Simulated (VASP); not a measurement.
# Si (I4_1/amd) in VASP: further runs

The runs below take Si through single point, relaxation of cell and atoms, with PBE, LDA, PBEsol0.

Program: VASP 6.6.1. These are calculated values, not measurements. Logs are shortened: lines on timing, memory, paths and dates and some standing lists are left out, and cuts for length are marked.

## 1. The crystal as given

The structure is tetragonal, space group I4_1/amd (No. 141). Conventional cell: a = 4.743 Å, b = 4.743 Å, c = 2.659 Å, α = 90.00°, β = 90.00°, γ = 90.00°. Around Si (site symmetry -4m2) lie 6 Si at 2.46 to 2.66 Å.

This isn't the form of Si at room conditions, which is diamond.

## 2. Single point, PBE

Input file INCAR:

```
SYSTEM = Si
ALGO = Normal
EDIFF = 1E-6
ENCUT = 500
GGA = PE
ISIF = 2
ISMEAR = 0
LASPH = .TRUE.
LCHARG = .FALSE.
LREAL = .FALSE.
LWAVE = .FALSE.
NELM = 100
PREC = Accurate
SIGMA = 0.02
```

Input file KPOINTS:

```
k-points
0
G
  6 6 6
  0 0 0
```

Input file POSCAR:

```
Si
1.0
   -2.3713723045      2.3713723045      1.3292653899
    2.3713723045     -2.3713723045      1.3292653899
    2.3713723045      2.3713723045     -1.3292653899
Si
2
Direct
    0.5000000000      0.5000000000      0.0000000000
    0.2500000000      0.7500000000      0.5000000000
```

Potentials or basis: VASP PAW PBE potentials, release 64 (Si_GW).

Command:

```
> cat potpaw_PBE.64/Si_GW/POTCAR > POTCAR
> mpirun -np 1 vasp_std > vasp.out
```

OUTCAR:

```text
SYSTEM = Si
   EDIFF = 1E-6
   ENCUT = 500
   GGA = PE
   ISIF = 2
   ISMEAR = 0
   LASPH = .TRUE.
   LREAL = .FALSE.
   NELM = 100
   PREC = Accurate

 ion  position               nearest neighbor table
   1  0.500  0.500  0.000-   2 2.46   2 2.46   2 2.46   2 2.46   2 3.10   2 3.10   2 3.10   2 3.10

   2  0.250  0.750  0.500-   1 2.46   1 2.46   1 2.46   1 2.46   1 3.10   1 3.10   1 3.10   1 3.10

  LATTYP: Found a body centered tetragonal cell.
 ALAT       =     4.7427446090
 C/A-ratio  =     0.5605468983

  Lattice vectors:

 A1 = (  -2.3713723045,   2.3713723045,   1.3292653899)
 A2 = (   2.3713723045,  -2.3713723045,   1.3292653899)
 A3 = (   2.3713723045,   2.3713723045,  -1.3292653899)

Analysis of symmetry for initial positions (statically):
=====================================================================
 Subroutine PRICEL returns:
 Original cell was already a primitive cell.

 Routine SETGRP: Setting up the symmetry group for a
 body centered tetragonal supercell.

 Subroutine GETGRP returns: Found 16 space group operations
 (whereof  8 operations were pure point group operations)
 out of a pool of 16 trial point group operations.

The static configuration has the point symmetry D_2d.
 The point group associated with its full space group is D_4h.

Analysis of symmetry for dynamics (positions and initial velocities):
=====================================================================
 Subroutine PRICEL returns:
 Original cell was already a primitive cell.

 Routine SETGRP: Setting up the symmetry group for a
 body centered tetragonal supercell.

 Subroutine GETGRP returns: Found 16 space group operations
 (whereof  8 operations were pure point group operations)
 out of a pool of 16 trial point group operations.

The dynamic configuration has the point symmetry D_2d.
 The point group associated with its full space group is D_4h.

 Subroutine INISYM returns: Found 16 space group operations
 (whereof  8 operations are pure point group operations),
 and found     1 'primitive' translations

----------------------------------------------------------------------------------------

                                     Primitive cell

  volume of cell :      29.9000

  direct lattice vectors                    reciprocal lattice vectors
    -2.371372304  2.371372304  1.329265390     0.000000000  0.210848376  0.376147610
     2.371372304 -2.371372304  1.329265390     0.210848376  0.000000000  0.376147610
     2.371372304  2.371372304 -1.329265390     0.210848376  0.210848376  0.000000000

  length of vectors
     3.607458896  3.607458896  3.607458896     0.431212317  0.431212317  0.298184633

  position of ions in fractional coordinates (direct lattice)
     0.500000000  0.500000000  0.000000000
     0.250000000  0.750000000  0.500000000

  ion indices of the primitive-cell ions
   primitive index   ion index
                 1           1
                 2           2

----------------------------------------------------------------------------------------

 KPOINTS: k-points

Automatic generation of k-mesh.
 Grid dimensions read from file:
 generate k-points for:    6    6    6

 Generating k-lattice:

  Cartesian coordinates                     Fractional coordinates (reciprocal lattice)
     0.000000000  0.035141396  0.062691268     0.166666667  0.000000000  0.000000000
     0.035141396  0.000000000  0.062691268     0.000000000  0.166666667  0.000000000
     0.035141396  0.035141396  0.000000000     0.000000000  0.000000000  0.166666667

  Length of vectors
     0.071868720  0.071868720  0.049697439

  Shift w.r.t. Gamma in fractional coordinates (k-lattice)
     0.000000000  0.000000000  0.000000000

 Subroutine IBZKPT returns following result:
 ===========================================

 Found     30 irreducible k-points:

 Following reciprocal coordinates:
            Coordinates               Weight
  0.000000  0.000000  0.000000      1.000000
  0.166667  0.000000  0.000000      8.000000
  0.333333 -0.000000  0.000000      8.000000
  0.500000 -0.000000  0.000000      4.000000
  0.166667  0.166667  0.000000      8.000000
  0.333333  0.166667  0.000000     16.000000
[... 16 lines left out ...]
 -0.333333 -0.333333  0.166667      8.000000
 -0.166667 -0.333333  0.166667      8.000000
 [... further k-points ...]
   k-points           NKPTS =     30   k-points in BZ     NKDIM =     30   number of bands    NBANDS=      8
   number of dos      NEDOS =    301   number of ions     NIONS =      2
   total plane-waves  NPLWV =  21952
   dimension x,y,z NGX =    28 NGY =   28 NGZ =   28
   dimension x,y,z NGXF=    56 NGYF=   56 NGZF=   56
   ions per type =               2
   NGX,Y,Z   is equivalent  to a cutoff of  12.90, 12.90, 12.90 a.u.
   NGXF,Y,Z  is equivalent  to a cutoff of  25.81, 25.81, 25.81 a.u.
 SYSTEM =  Si
   PREC   = accura    normal or accurate (medium, high low for compatibility)
   ISTART =      0    job   : 0-new  1-cont  2-samecut
   ICHARG =      2    charge: 1-file 2-atom 10-const
   ISPIN  =      1    spin polarized calculation?
   LNONCOLLINEAR =      F non collinear calculations
   LSORBIT =      F    spin-orbit coupling
   LASPH  =      T    aspherical Exc in radial PAW
   ENCUT  =  500.0 eV  36.75 Ry    6.06 a.u.   6.58  6.58  6.58*2*pi/ulx,y,z
   NELM   =    100;   NELMIN=  2; NELMDL= -5     # of ELM steps
   EDIFF  = 0.1E-05   stopping-criterion for ELM
[... 12 lines left out ...]
   EMIN   =  10.00;   EMAX   =-10.00  energy-range for DOS
   EFERMI =   0.00;   METHOD = LEGACY
   ISMEAR =     0;   SIGMA  =   0.02  broadening in eV -4-tet -1-fermi 0-gaus
   EFERMI_NEDOS =   21; number of points for ismear=-14 and -15
   IALGO  =     38    algorithm
   IMIX   =      4    mixing-type and parameters
     AMIX     =   0.40;   BMIX     =  1.00
     AMIX_MAG =   1.60;   BMIX_MAG =  1.00
  volume/ion in A,a.u.               =      14.95       100.89
  Fermi-wavevector in a.u.,A,eV,Ry     =   1.054908  1.993486 15.140973  1.112830
  Thomas-Fermi vector in A             =   2.190086
   LORBIT       =      0    0 simple, 1 ext, 2 COOP (PROOUT), +10 PAW based schemes
   GGA     = PE    functional components
   LHFCALC =     F    Hartree Fock is set to
   AEXX    =    0.0000 exact exchange contribution
   IVDW    =     0    specifies the selected vdW correction
   LEPSILON=     F    determine dielectric tensor
   LRPA    =     F    only Hartree local field effects (RPA)
 non-spin polarized calculation
 Gauss-broadening in eV      SIGMA  =   0.02
  energy-cutoff  :      500.00
  volume of cell :       29.90
 maximum number of plane-waves:       777
 NGX is ok and might be reduce to    28
   NGX = 13   NGY = 13   NGZ = 13

 number of electron       8.0000000 magnetization

 Free energy of the ion-electron system (eV)
  ---------------------------------------------------
  ext. energy  EPLUGINS =         0.00000000
  ---------------------------------------------------
  free energy    TOTEN  =       -10.19917093 eV

  energy without entropy =      -10.19871617  energy(sigma->0) =      -10.19894355

 E-fermi :   9.0431     XC(G=0): -10.9699

 val. band max:        9.0263581879   @ k =   0.3333   0.1667   0.0000
 cond. band min:       9.1885509774   @ k =  -0.1667   0.3333   0.1667
 fundamental gap:      0.1621927895
 Fermi energy:         9.0431470934

 k-point     1 :       0.0000    0.0000    0.0000
  band No.  band energies     occupation
      1      -5.0006      2.00000
      2       6.4618      2.00000
      3       6.4618      2.00000
      4       7.1600      2.00000
      5      10.4677      0.00000
      6      16.4295      0.00000
      7      18.0353      0.00000
      8      18.0495      0.00000

 k-point     2 :       0.1667    0.0000    0.0000
  band No.  band energies     occupation
      1      -4.2584      2.00000
      2       5.4519      2.00000
      3       6.2361      2.00000
      4       9.3317      0.00000
      5      12.0067      0.00000
      6      12.9331      0.00000
      7      13.6707      0.00000
      8      16.0737      0.00000

 k-point     3 :       0.3333   -0.0000    0.0000
  band No.  band energies     occupation
      1      -2.0557      2.00000
      2       5.3505      2.00000
      3       6.4605      2.00000
      4       6.7682      2.00000
      5       9.8409      0.00000
      6      11.8178      0.00000
      7      13.4252      0.00000
      8      14.2412      0.00000

 k-point     4 :       0.5000   -0.0000    0.0000
  band No.  band energies     occupation
      1       1.1473      2.00000
      2       2.0038      2.00000
      3       6.7973      2.00000
      4       7.0711      2.00000
      5       7.4128      2.00000
      6       9.9580      0.00000
      7      13.5106      0.00000
      8      14.4372      0.00000

 k-point     5 :       0.1667    0.1667    0.0000
  band No.  band energies     occupation
      1      -2.4039      2.00000
      2       5.5654      2.00000
      3       7.5771      2.00000
      4       8.0567      2.00000
      5       9.3787      0.00000
      6      11.1647      0.00000
      7      12.7330      0.00000
      8      13.0427      0.00000
[... 177 lines left out ...]
 k-point    22 :      -0.1667    0.5000    0.1667
  band No.  band energies     occupation
      1       0.0013      2.00000
      2       3.3443      2.00000
      3       4.7540      2.00000
      4       4.8471      2.00000
      5       8.1141      2.00000
      6      12.4656      0.00000
      7      13.5434      0.00000
      8      18.0735      0.00000

 k-point    23 :      -0.3333   -0.3333    0.1667
  band No.  band energies     occupation
      1       1.5774      2.00000
      2       1.7119      2.00000
      3       4.2998      2.00000
      4       5.8894      2.00000
      5       6.0788      2.00000
      6      12.5359      0.00000
      7      15.7956      0.00000
      8      16.8026      0.00000

 k-point    24 :      -0.1667   -0.3333    0.1667
  band No.  band energies     occupation
      1       0.1496      2.00000
      2       4.2865      2.00000
      3       5.8134      2.00000
      4       6.6504      2.00000
      5       7.9117      2.00000
      6      10.7008      0.00000
      7      11.4217      0.00000
      8      14.0504      0.00000

 [... further k-points ...]
[... 5 lines left out ...]
  --------------------------------------------------------------------------------------
  -------------------------------------------------------------------------------------
  Total        0.9983232      0.9983232     -0.3530225      0.0000000      0.0000000      0.0000000
  in kB       53.4946785     53.4946785    -18.9165425      0.0000000      0.0000000      0.0000000
  external PRESSURE =      29.3576048 kB  Pullay stress =       0.0000000 kB

 VOLUME and BASIS-vectors are now :
 -----------------------------------------------------------------------------
  energy-cutoff  :      500.00
  volume of cell :       29.90
      direct lattice vectors                 reciprocal lattice vectors
    -2.371372304  2.371372304  1.329265390     0.000000000  0.210848376  0.376147610
     2.371372304 -2.371372304  1.329265390     0.210848376  0.000000000  0.376147610
     2.371372304  2.371372304 -1.329265390     0.210848376  0.210848376  0.000000000

 POSITION                                       TOTAL-FORCE (eV/Angst)
 -----------------------------------------------------------------------------------
      0.00000      0.00000      1.32927        -0.000000      0.000000      0.000000
      2.37137     -0.00000      0.66463         0.000000     -0.000000     -0.000000
 -----------------------------------------------------------------------------------
    total drift:                                0.000000      0.000000      0.000000

  FREE ENERGIE OF THE ION-ELECTRON SYSTEM (eV)
  ---------------------------------------------------
  free  energy   TOTEN  =       -10.1991709301 eV

  energy  without entropy=      -10.1987161724  energy(sigma->0) =      -10.19894355
```

Wall time 11 s (1 thread of Intel Xeon Platinum 8488C (Sapphire Rapids), shared host); peak memory 0.14 GiB.

Results:

- Free energy: -10.1992 eV
- Pressure: 2.9 GPa
- Band gap on the k mesh: none (metal or under the smearing width)

Caveat: the k mesh is coarse (spacing up to 0.45 Å⁻¹), so the values aren't converged.

## 3. Relaxation of cell and atoms, LDA

Input file INCAR:

```
PREC = Accurate
ENCUT = 600
EDIFF = 1E-6
ISMEAR = -1
SIGMA = 0.05
LREAL = False
LASPH = True
NELM = 80
ALGO = Normal
ISIF = 3
LWAVE = False
LCHARG = False
GGA = CA
IBRION = 2
NSW = 40
EDIFFG = -0.02
```

Input file KPOINTS:

```
regular mesh
0
Gamma
  10 10 10
```

POSCAR is that of step 2.

Potentials or basis: VASP PAW LDA potentials, release 64 (Si).

Command:

```
> cat potpaw_LDA.64/Si/POTCAR > POTCAR
> mpirun -np 1 vasp_std > vasp.out
```

Run time: 38 s. Hardware: 1 thread of Intel Xeon Platinum 8488C (Sapphire Rapids), shared host; peak memory 0.15 GiB.

It converged, with:

```yaml
Free_energy: -11.4986 eV
Relaxed_volume: 14.87 Å³/atom
Relaxed_cell: a = 3.601 Å, b = 3.601 Å, c = 3.601 Å, α = 97.80°, β = 97.80°, γ = 136.75°
Space_group_after_relaxing_to_0.05_Å: I4_1/amd (No. 141)
Energy_gained_by_relaxing: 0.1 meV/atom
Ionic_steps: 3
Pressure_after_relaxing: 0.0 GPa
Band_gap_on_the_k_mesh: none (metal or under the smearing width)
```

Step by step:
```
step  energy change (eV)  largest force (eV/Å)  pressure (GPa)  volume (Å³)
   1              0.0000                0.0000           -0.58        29.90
   2             -0.0002                0.0000            0.33        29.66
   3             -0.0003                0.0000            0.00        29.75
```

Final structure:
```
CELL_PARAMETERS angstrom
-2.36730 2.36730 1.32711
2.36730 -2.36730 1.32711
2.36730 2.36730 -1.32711
ATOMIC_POSITIONS crystal
Si 0.50000 0.50000 0.00000
Si 0.25000 0.75000 0.50000
```

Levels at points of the mesh, in eV from the Fermi level:
| k point | band 2 | band 3 | band 4 | band 5 | band 6 | band 7 |
| --- | --- | --- | --- | --- | --- | --- |
| (0.00, 0.00, 0.00) | -2.43 | -2.43 | -1.75 | 1.57 | 7.53 | 9.06 |
| (0.50, 0.00, 0.00) | -6.89 | -2.09 | -1.82 | -1.50 | 1.06 | 4.58 |
| (0.50, 0.50, 0.00) | -10.73 | 0.42 | 0.42 | 2.76 | 2.76 | 8.10 |
| (0.50, 0.50, 0.50) | -8.25 | -6.85 | -6.85 | 5.51 | 5.51 | 13.22 |

## 4. Single point, PBE

Input file INCAR:

```
SYSTEM = Si
PREC     = Accurate       ! precision mode
ENCUT    = 500            ! plane-wave cutoff, eV
EDIFF    = 1E-7           ! SCF threshold, eV
ISMEAR   = 0              ! smearing method
SIGMA    = 0.02           ! smearing width, eV
LREAL    = .FALSE.        ! projectors in reciprocal space
LASPH    = .TRUE.         ! aspherical terms in the spheres
NELM     = 60             ! most SCF steps
ALGO     = Fast           ! electronic algorithm
ISIF     = 2              ! what is computed and relaxed
LWAVE    = .FALSE.        ! write WAVECAR
LCHARG   = .FALSE.        ! write CHGCAR
GGA      = PE             ! functional
```

Input file KPOINTS:

```
regular mesh
0
G
  7 7 7
  0 0 0
```

POSCAR is that of step 3.

Potentials or basis: VASP PAW PBE potentials, release 64 (Si_GW).

Command:

```
> cat potpaw_PBE.64/Si_GW/POTCAR > POTCAR
> mpirun -np 1 vasp_std > vasp.out
```

Wall time 24 s (1 thread of Intel Xeon Platinum 8175M at 2.50GHz (Skylake/Cascade Lake), shared host); peak memory 0.15 GiB.

The run converged. Its results:

| Quantity | Value |
| --- | --- |
| Free energy | -10.2936 eV |
| Pressure | 3.3 GPa |
| Band gap on the k mesh | none (metal or under the smearing width) |

Stress tensor (GPa, compression positive):
```
 5.27  0.00  0.00
 0.00  5.27  0.00
 0.00  0.00 -0.70
```

Levels at points of the mesh, in eV from the Fermi level:
| k point | band 1 | band 2 | band 3 | band 4 | band 5 | band 6 | band 7 | band 8 |
| --- | --- | --- | --- | --- | --- | --- | --- | --- |
| (0.00, 0.00, 0.00) | -13.95 | -2.48 | -2.48 | -1.78 | 1.52 | 7.49 | 9.09 | 9.11 |

Caveat: the k mesh is coarse (spacing up to 0.39 Å⁻¹), so the values aren't converged.

## 5. Relaxation of cell and atoms, PBEsol0

POSCAR is that of step 4.

Input file INCAR.step1:

```
SYSTEM = Si
PREC = Accurate
ENCUT = 600
EDIFF = 1E-5
ISMEAR = -1
SIGMA = 0.05
LREAL = .False.
LASPH = .True.
NELM = 60
ALGO = Normal
LWAVE = .True.
LCHARG = .False.
GGA = PE
```

Input file INCAR.step2:

```
SYSTEM = Si
PREC = Accurate
ENCUT = 600
EDIFF = 1E-6
ISMEAR = -1
SIGMA = 0.05
LREAL = .False.
LASPH = .True.
NELM = 60
ALGO = Normal
ISIF = 3
LWAVE = .False.
LCHARG = .False.
GGA = PS
LHFCALC = .True.
AEXX = 0.25
PRECFOCK = Fast
IBRION = 2
NSW = 60
EDIFFG = -0.01
ISTART = 1
```

Input file KPOINTS:

```
Automatic mesh
0
Gamma
  6 6 6
  0 0 0
```

Potentials or basis: VASP PAW PBE potentials, release 64 (Si).

Command:

```
> cat potpaw_PBE.64/Si/POTCAR > POTCAR
> cp INCAR.step1 INCAR
> mpirun -np 1 vasp_std > vasp.out
> cp INCAR.step2 INCAR
> mpirun -np 1 vasp_std > vasp.out
```

It took 39 min on 1 thread of Intel Xeon 6975P-C (Granite Rapids), shared host; peak memory 0.18 GiB.

The run converged. Its results:

```
Free energy                            : -13.3525 eV
Relaxed volume                         : 14.74 Å³/atom
Relaxed cell                           : a = 3.646 Å, b = 3.646 Å, c = 3.646 Å, α = 96.84°, β = 96.84°, γ = 139.62°
Space group after relaxing (to 0.05 Å) : I4_1/amd (No. 141)
Energy gained by relaxing              : 50.0 meV/atom
Ionic steps                            : 11
Pressure after relaxing                : 0.0 GPa
Band gap on the k mesh                 : none (metal or under the smearing width)
```

The path:
```
step  energy change (eV)  largest force (eV/Å)  pressure (GPa)  volume (Å³)
   1              0.0000                0.0000           -0.99        29.90
   2             -0.0551                0.0000            1.01        29.49
   3              0.1306                0.0000            9.50        28.10
   4             -0.0880                0.0000            0.92        29.30
   5             -0.0708                0.0000            3.94        28.72
   6             -0.0978                0.0000            1.77        29.10
   7             -0.0963                0.0000           -1.36        29.82
   8             -0.0997                0.0000            0.36        29.39
   9             -0.0998                0.0000            0.41        29.38
  10             -0.0999                0.0000           -0.29        29.55
  11             -0.1001                0.0000            0.01        29.48
```

Final structure:
```cif
data_structure
_symmetry_space_group_name_H-M 'P 1'
_symmetry_Int_Tables_number 1
_cell_length_a 3.6463
_cell_length_b 3.6463
_cell_length_c 3.6463
_cell_angle_alpha 96.840
_cell_angle_beta 96.840
_cell_angle_gamma 139.623
_cell_volume 29.48
loop_
_atom_site_label
_atom_site_type_symbol
_atom_site_fract_x
_atom_site_fract_y
_atom_site_fract_z
_atom_site_occupancy
Si1 Si 0.50000 0.50000 0.00000 1
Si2 Si 0.25000 0.75000 0.50000 1
```

Levels at points of the mesh, in eV from the Fermi level:
```csv
k point,band 1,band 2,band 3,band 4,band 5,band 6,band 7,band 8
"(0.00, 0.00, 0.00)",-16.73,-4.21,-4.21,-3.91,1.41,8.51,9.46,9.46
"(0.50, 0.00, 0.00)",-9.03,-8.52,-3.58,-2.44,-2.15,1.32,5.10,6.07
"(0.50, 0.50, 0.00)",-13.37,-13.37,-0.86,-0.86,2.14,2.14,11.01,11.01
"(0.50, 0.50, 0.50)",-10.85,-10.85,-8.96,-8.96,8.13,8.13,13.67,13.67
```

Caveat: the k mesh is coarse (spacing up to 0.45 Å⁻¹), so the values aren't converged, least of all with exact exchange; the PAW data sets were made with another functional, which shifts forces and pressure a little.

## 6. Overview

```tsv
task	level	potentials or basis	cell	k mesh	cutoff (eV)	smearing	ladder	grid for exact exchange (PRECFOCK)	exchange at q = 0	mesh quality	gap on the mesh (eV)	pressure (GPa)	relaxed volume (Å³/atom)
single point	PBE	VASP PAW PBE potentials, release 64 (Si_GW)	as given	6 × 6 × 6	500	gaussian 0.02 eV	-	-	-	coarse	none	2.9	-
relaxation of cell and atoms	LDA	VASP PAW LDA potentials, release 64 (Si)	relaxed	10 × 10 × 10	600	fermi-dirac 0.05 eV	gaps	-	-	not flagged	none	0.0	14.87
single point	PBE	VASP PAW PBE potentials, release 64 (Si_GW)	as given	7 × 7 × 7	500	gaussian 0.02 eV	-	-	-	coarse	none	3.3	-
relaxation of cell and atoms	PBEsol0	VASP PAW PBE potentials, release 64 (Si)	relaxed	6 × 6 × 6	600	fermi-dirac 0.05 eV	-	Fast	default	coarse	none	0.0	14.74
```

Alike in all rows: no spin polarisation.

Caveats: some runs use coarse meshes; the PAW data sets were made with another functional, which shifts forces and pressure a little (some runs).

Total energies depend on the potentials used, so only differences within one code and one set of settings carry meaning.
